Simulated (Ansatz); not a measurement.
# Static equation of state of glassy Al2O3 (180 atoms)

Density of this cell: 3.03 g/cm³. The cell holds 180 atoms: 72 Al and 108 O. Its edges and angles: a = 12.808 Å, b = 12.538 Å, c = 12.549 Å, α = 90.2°, β = 88.7°, γ = 90.9°. The starting structure: 180 atoms (72 Al, 108 O) placed at random at 3.05 g/cm³, melted at 4500 K for 20 ps at fixed volume with the Morse and Coulomb pair potential with partial charges (Pedone, Malavasi, Menziani, Cormack and Segre, J. Phys. Chem. B 110, 11780 (2006)). Quenched from 4500 K to 300 K at 20 K/ps and fixed volume, held 5 ps. The starting density is a measured one.

Calculated with Ansatz 0.2.0: Kohn-Sham DFT, PBE, PAW (set soft_2), plane waves; cutoff 420 eV, Γ point, gaussian smearing of 0.025 eV. Cell and atoms were relaxed first, to V0 = 11.191 Å³ an atom at a residual P0 = 0.003 GPa. The cell was then scaled evenly, and the atoms were relaxed at each volume.

| volume (Å³/atom) | pressure (GPa) |
| --- | --- |
| 10.072 | 10.89 |
| 10.520 | ? |
| 10.856 | 2.901 |
| 11.527 | -2.603 |
| 11.863 | -5.434 |

**Question.** Fit the third-order Birch–Murnaghan equation to the rows given and interpolate to the withheld row.

Worked fit:

Take the Eulerian strain f = ½[(V0/V)^(2/3) − 1] and the normalised pressure F = (P − P0) / [3f(1 + 2f)^(5/2)]. The third-order Birch–Murnaghan equation is then the line F = B0 + (3/2)B0(B′ − 4) f, so u = f and v = F.

```
      u = f  v = F (GPa)
  0.0363828      83.6746
  0.0102569      89.5144
-0.00975653      93.5534
 -0.0190506      104.845
```

With n = 4: mean u = 0.00445816, mean v = 92.8969, Σ(u − ū)² = 0.0018075, Σ(u − ū)(v − v̄) = -0.60426. Slope b = -0.60426 / 0.0018075 = -334.30; intercept a = v̄ − b ū = 94.387.

So B0 = a = 94.4 GPa and B′ = 4 + 2b/(3a) = 1.64. At the withheld volume f = 0.02106, F = a + b f = 87.35 GPa, and P = P0 + 3f(1 + 2f)^(5/2) F.

Prediction at 10.520: 6.120 GPa. The run gave 5.862 GPa, so the fit is high by 0.26 GPa (4.4 % of the value).

The series isn't one smooth equation of state: even a line fitted to all rows, the withheld one included, misses F by up to 4.0 %, the count of bonds changes along the series and an atom moves over 0.5 Å in some relaxation. B0 and B′ are then only the numbers of this fit, not moduli of the material. Among the rows given, the largest miss of the fit is at 11.863, by 0.21 GPa (1.3 % of the range of the table).

Limits: Static cells at zero temperature; the cell shape is held. The program notes that the SCF threshold of these relaxations is loose for the stress. The quench rate of 20 K/ps is many orders above laboratory rates, so the cell is likely richer in defects and strain than a real sample. The network of bonds at the start is that of the classical potential that made the cell, and needn't be the one that DFT or experiment would give. Only the Γ point is sampled, in a cell whose shortest periodic width is 13 Å.

[Logs are printed without paths, hosts, clocks, repeated set-up lines and the standing remarks that a program may print on its own settings, such as how far it seeks lower states.]

[Hosts, paths, dates, database ids (printed as entryN), source tags and the programs' standing remarks are cut or masked in the printed files.]
